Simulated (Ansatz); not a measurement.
## Mg under changes of volume

One of the cells (22.547 Å³/atom); the others are scaled copies at fixed shape and fractional positions:

```
Mg
1.0
     3.17683    0.00000    0.00000
    -1.58841    2.75121    0.00000
     0.00000    0.00000   10.31886
Mg
4
Cartesian
  1.5884 0.9171 7.7391
  0.0000 0.0000 5.1594
  0.0000 1.8341 2.5797
  0.0000 0.0000 0.0000
```

| Item | Value |
| --- | --- |
| Program | Ansatz 0.2.0 |
| Functional | LDA |
| Potentials or basis | all-electron LAPW, scalar-relativistic |
| Cutoff | 96 eV (chosen from the basis error) |
| Basis error allowed | 0.002 eV/atom |
| k mesh | 10 × 10 × 3 |
| Occupations | fermi-dirac, width 0.05 eV |
| Spin | no spin polarisation |

```tsv
volume (Å³/atom)	energy over the lowest point (meV/atom)	pressure (GPa)
21.194	1.89	1.1
21.645	0.00	0.2
22.096	?	?
22.547	2.97	-1.3
22.998	7.40	-1.9
23.449	13.56	-2.5
23.900	21.26	-3.0
```

**Question.** What does the run at 22.096 Å³/atom give?

**Answer.** Energy over the lowest point 0.43 meV/atom; pressure -0.6 GPa.

Worked out: A Birch-Murnaghan fit of order 3 (a polynomial in V^(-2/3)) to the other rows has its minimum at 21.78 Å³/atom with B0 = V·E''(V) = 39 GPa and B' = 3.9 at fixed shape and positions, which overstates the stiffness. It gives 0.43 meV/atom at 22.096 Å³/atom, against the run's 0.43, and -dE/dV = -0.5 GPa, against -0.6.

Energies are extrapolated to zero smearing.
